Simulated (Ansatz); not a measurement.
Free-standing sheet of Te$_{2}$Mo:

```xyz
3
Lattice="3.5039 0.0000 0.0000 -1.7519 3.0345 0.0000 0.0000 0.0000 33.2702" Properties=species:S:1:pos:R:3 pbc="T T F"
Te    0.0000    2.0230   14.8181
Mo    1.7519    1.0115   16.6351
Te    0.0000    2.0230   18.4521
```

All numbers below come from Ansatz 0.2.0, DFT PBE+D3(BJ), scalar-relativistic, plane waves, PAW. Settings: cutoff 420 eV, Γ-centred mesh 12×12×1 on the computed 3-atom cell, Gaussian smearing of 0.02 eV; no spin polarisation. No periodic images along c.

Without a field its gap is 1.19 eV.

Q: An external electric field is applied along +c with the atoms held. How do the gap, the energy and the largest force respond?

A:
| field (V/Å) | gap | ΔE (meV/cell) | largest force (eV/Å) |
| --- | --- | --- | --- |
| -0.20 | 1.19 eV | -7.4 | 0.030 |
| +0.10 | 1.19 eV | -1.9 | 0.015 |
| +0.20 | 1.19 eV | -7.4 | 0.030 |
| +0.35 | 1.19 eV | -22.8 | 0.052 |

Spin-orbit coupling is left out, which matters for the bands of heavy elements.

Cost: 5 runs of about 4.7 core-minutes in all, on Intel Xeon Platinum 8175M (Skylake/Cascade Lake), Arm Neoverse V2 (shared hosts).